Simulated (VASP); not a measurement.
## Ru: single point with r2SCAN

Ru:

```
CELL_PARAMETERS angstrom
1.36485 -4.59443 0.00000
1.36485 4.59443 0.00000
0.00000 0.00000 4.63179
ATOMIC_POSITIONS crystal
Ru 0.12624 0.87376 0.97902
Ru 0.62624 0.37376 0.52098
Ru 0.87376 0.12624 0.02098
Ru 0.37376 0.62624 0.47902
```

The cell was built by a generator and needn't be a form met in nature.

```json
{
  "Program": "VASP 6.6.1",
  "Task": "single point",
  "Functional": "r2SCAN",
  "Potentials or basis": "VASP PAW PBE potentials, release 64 (Ru_pv)",
  "Cutoff": "520 eV",
  "k mesh": "6 × 6 × 4",
  "Occupations": "gaussian, width 0.1 eV",
  "Spin": "no spin polarisation"
}
```

```json
{
 "Pressure": "1.5 GPa",
 "Largest force": "0.109 eV/Å",
 "Band gap on the k mesh": "none (metal or under the smearing width)"
}
```

Forces on the atoms (eV/Å):
```
Ru   0.000 -0.087  0.066
Ru   0.000 -0.087 -0.066
Ru   0.000  0.087 -0.066
Ru   0.000  0.087  0.066
```

Stress tensor (GPa, compression positive):
```
1.19 0.00 0.00
0.00 1.71 0.00
0.00 0.00 1.53
```

Levels at points of the mesh, in eV from the Fermi level:
```csv
k point,band 24,band 25,band 26,band 27,band 28,band 29,band 30,band 31,band 32,band 33
"(0.00, 0.00, 0.00)",-1.13,-1.00,-1.00,-0.20,-0.18,-0.08,0.55,0.59,1.16,2.03
"(0.50, 0.00, 0.00)",-2.35,-1.16,-1.16,-0.56,-0.56,0.44,0.44,1.86,1.86,4.21
"(0.50, 0.50, 0.00)",-2.04,-1.90,-1.85,-1.29,-1.00,0.67,1.08,1.65,1.79,2.23
"(0.00, 0.00, 0.50)",-1.50,-1.04,-1.04,-1.04,-1.04,-0.39,-0.39,0.49,0.49,0.54
"(0.50, 0.00, 0.50)",-1.32,-0.14,-0.14,0.78,0.78,1.67,1.67,1.89,1.89,3.85
"(0.50, 0.50, 0.50)",-2.10,-1.58,-1.58,-1.23,-1.23,-0.04,-0.04,0.41,0.41,1.56
```

It took 2.8 min on 1 thread of Intel(R) Xeon(R) Platinum 8488C (Sapphire Rapids), with other jobs on the host, peak memory 0.24 GiB.

Caveat: the k mesh is coarse (spacing up to 0.40 Å⁻¹), so the values aren't converged; the PAW data sets were made with another functional, which shifts forces and pressure a little.
